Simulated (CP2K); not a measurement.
Crystal: Rh.

```
CELL_PARAMETERS angstrom
2.73098 0.00000 0.00000
-1.36549 2.36510 0.00000
0.00000 0.00000 4.42849
ATOMIC_POSITIONS crystal
Rh 0.33333 0.66667 0.25000
Rh 0.66667 0.33333 0.75000
```

This isn't the form of Rh at room conditions, which is fcc.

- Program: CP2K 2026.2
- Task: single point
- Functional: PBE
- Potentials or basis: POTENTIAL_UZH Rh GTH-PBE-q17; TZVP-MOLOPT-PBE-GTH basis
- Density cutoff: 6123 eV
- k mesh: 11 × 11 × 6
- Occupations: fermi-dirac, width 0.05 eV
- Spin: no spin polarisation

On this cell: pressure -1.6 GPa; largest force under 0.003 eV/Å; band gap on the k mesh none (metal or under the smearing width).

The same run follows on a disturbed copy (atoms moved at random, drawn with an rms of 0.05 Å):

```
Rh
1.0
     2.73098    0.00000    0.00000
    -1.36549    2.36510    0.00000
     0.00000    0.00000    4.42849
Rh
2
Direct
  0.32688 0.64637 0.24212
  0.66512 0.35005 0.76055
```

**Question.** What changes?

**Answer.** The energy (extrapolated to zero smearing) moves by +26.4 meV/atom; pressure -0.4 GPa; largest force 0.927 eV/Å; band gap on the k mesh none (metal or under the smearing width).

Forces on the atoms (eV/Å):
```
Rh  -0.166  0.348  0.843
Rh   0.167 -0.348 -0.843
```

Stress tensor (GPa, compression positive):
```
 0.50 -0.46 -0.49
-0.46 -1.38  0.92
-0.49  0.92 -0.28
```

Caveats: the basis of atomic orbitals isn't converged, which shifts pressures, moduli and gaps.
